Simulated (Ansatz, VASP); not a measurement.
## LiF in VASP and in Ansatz

```
Li F
1.0
     0.00000    2.01400    2.01400
     2.01400    0.00000    2.01400
     2.01400    2.01400    0.00000
Li F
1 1
Direct
  0.97806 0.00000 0.00000
  0.50000 0.50000 0.50000
```

Change from the starting cell: all Li atoms moved +0.062 Å, as atom 1 towards its neighbour atom 1 (Li) at 2.848 Å.

Alike in both runs: task single point; functional PBEsol; k mesh 10 × 10 × 10; occupations gaussian, width 0.05 eV; no spin polarisation.

|  | VASP | Ansatz |
| --- | --- | --- |
| version | VASP 6.6.1 | Ansatz 0.2.0 |
| potentials or method | VASP PAW PBE potentials, release 64 (Li_sv, F) | scalar-relativistic, plane waves, PAW |
| plane-wave cutoff (eV) | 520 | 420 |
| valence electrons in the cell | 10 | 10 |

|  | VASP | Ansatz | Ansatz less VASP |
| --- | --- | --- | --- |
| gap on the k mesh at the Fermi level (eV) | 8.91 | 8.91 | +0.001 |
| least direct gap on the mesh (eV) | 8.91 | 8.91 | +0.001 |
| rms of the force components (eV/Å) | 0.061 | 0.056 | -0.0048 |

Atom by atom the forces differ by 0.005 eV/Å (rms over components).

Caveats: the PAW data sets were made with another functional, which shifts forces and pressure a little (VASP). A k mesh can miss the band edges.
